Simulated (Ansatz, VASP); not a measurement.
## C in VASP and in Ansatz

```
C
1.0
     1.20169    0.69379    3.27735
    -1.20169    0.69379    3.27735
     0.00000   -1.38759    3.27735
C
2
Direct
  0.16848 0.16848 0.16848
  0.83152 0.83152 0.83152
```

Change from the starting cell: mode 4 frozen in at +0.019 Å, equal normal strain along x, y and z -0.0250.

Alike in both runs: task single point; functional PBE; dispersion D3(BJ); k mesh 15 × 15 × 15; occupations gaussian, width 0.05 eV; no spin polarisation.

|  | VASP | Ansatz |
| --- | --- | --- |
| version | VASP 6.6.1 | Ansatz 0.2.0 |
| potentials or method | VASP PAW PBE potentials, release 64 (C) | scalar-relativistic, plane waves, PAW |
| plane-wave cutoff (eV) | 520 | 520 |
| valence electrons in the cell | 8 | 8 |

|  | VASP | Ansatz | Ansatz less VASP |
| --- | --- | --- | --- |
| gap on the k mesh at the Fermi level (eV) | 0.66 | 0.66 | -0.001 |
| least direct gap on the mesh (eV) | 0.66 | 0.66 | -0.001 |
| pressure (GPa) | 26.3 | 25.9 | -0.46 |
| largest component of the traceless stress (GPa) | 25.64 | 25.05 | -0.588 |
| rms of the force components (eV/Å) | 0.347 | 0.347 | +0.0009 |

Atom by atom the forces differ by 0.001 eV/Å (rms over components).

Caveats: so large a pressure means that the cell lies far from this level's equilibrium, or that cutoff or potentials fall short (VASP); an odd mesh through Γ misses points on the zone boundary, where band edges often lie.
